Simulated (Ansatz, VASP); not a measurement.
**ScAl in VASP and in Ansatz**

File INCAR:

```
SYSTEM = ScAl
ALGO     = Normal         ! electronic algorithm
EDIFF    = 1E-6           ! SCF threshold, eV
ENCUT    = 520            ! plane-wave cutoff, eV
GGA      = PS             ! functional
ISIF     = 2              ! what is computed and relaxed
ISMEAR   = 0              ! smearing method
LASPH    = .True.         ! aspherical terms in the spheres
LCHARG   = .False.        ! write CHGCAR
LREAL    = .False.        ! projectors in reciprocal space
LWAVE    = .False.        ! write WAVECAR
NBANDS   = 14             ! bands
NELM     = 100            ! most SCF steps
PREC     = Accurate       ! precision mode
SIGMA    = 0.1            ! smearing width, eV
```

Contents of KPOINTS:

```
k-points
0
Gamma
  12 12 12
  0 0 0
```

The input POSCAR:

```
ScAl
1.0
    3.3106197272      0.0000000000      0.0000000000
    0.0000000000      3.3106197272      0.0000000000
    0.0000000000      0.0000000000      3.3106197272
Sc Al
1 1
Direct
    0.5000000000      0.5000000000      0.5000000000
    0.0000000000      0.0000000000      0.0000000000
```

Input for Ansatz:

```yaml
crystal:
  lattice:
    - [3.3106197272, 0.0, 0.0]
    - [0.0, 3.3106197272, 0.0]
    - [0.0, 0.0, 3.3106197272]
  atoms:
    - { symbol: Sc, position: [0.5, 0.5, 0.5] }
    - { symbol: Al, position: [0.0, 0.0, 0.0] }
basis:
  ecutwfc: 420
kpoints:
  mp_grid: { grid: [12, 12, 12] }
hamiltonian:
  xc: pbesol
scf:
  occupations: { method: gaussian, width: 0.1 }
output:
  forces: true
  stress: true
  eigenvalues: true
  write_density: true
  write_potential: true
  elf: true
  volumetric_format: npy
```

Alike in both runs: task single point; functional PBEsol; k mesh 12 × 12 × 12; occupations gaussian, width 0.1 eV; no spin polarisation.

|  | VASP | Ansatz |
| --- | --- | --- |
| version | VASP 6.6.1 | Ansatz 0.2.0 |
| potentials or method | VASP PAW PBE potentials, release 64 (Sc_sv, Al) | scalar-relativistic, plane waves, PAW |
| plane-wave cutoff (eV) | 520 | 420 |
| valence electrons in the cell | 14 | 14 |

|  | VASP | Ansatz | Ansatz less VASP |
| --- | --- | --- | --- |
| gap on the k mesh at the Fermi level (eV) | none | none | - |
| pressure (GPa) | 2.8 | 2.7 | -0.15 |

A gap of «none» marks a metal or a gap that the smearing closes. With one functional, cell and mesh, what is left measures potentials, basis and numerics.

Caveats: the PAW data sets were made with another functional, which shifts forces and pressure a little (VASP).
